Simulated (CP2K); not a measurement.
# Ge under changes of volume

One of the cells (22.639 Å³/atom); the others are scaled copies at fixed shape and fractional positions:

```xyz
2
Lattice="4.0007 0.0000 0.0000 2.0003 3.4647 0.0000 2.0003 1.1549 3.2665" Properties=species:S:1:pos:R:3 pbc="T T T"
Ge    6.0010    3.4647    2.4499
Ge    4.0007    2.3098    1.6333
```

```yaml
Program: CP2K 2026.2
Functional: PBEsol
Potentials_or_basis: POTENTIAL_UZH Ge GTH-PBE-q4; TZVP-MOLOPT-PBE-GTH basis
Density_cutoff: 6123 eV
k_mesh: 8 × 8 × 8
Occupations: fermi-dirac, width 0.0259 eV
Spin: no spin polarisation
```

```tsv
volume (Å³/atom)	energy over the lowest point (meV/atom)	pressure (GPa)
21.281	61.24	8.9
21.733	39.16	6.8
22.186	22.61	5.0
22.639	11.00	3.3
23.092	3.56	1.9
23.545	?	?
23.997	0.00	-0.6
```

Problem. What does the run at 23.545 Å³/atom give?

Solution. Energy over the lowest point 0.02 meV/atom; pressure 0.6 GPa.

Worked out: A Birch-Murnaghan fit of order 3 (a polynomial in V^(-2/3)) to the other rows has its minimum at 23.78 Å³/atom with B0 = V·E''(V) = 59 GPa and B' = 5.4. It gives 0.10 meV/atom at 23.545 Å³/atom, against the run's 0.02, and -dE/dV = 0.6 GPa, against 0.6.

Energies are extrapolated to zero smearing.

Caveats: the potentials were made for another functional, which shifts forces and pressure; the basis of atomic orbitals isn't converged, which shifts pressures, moduli and gaps.
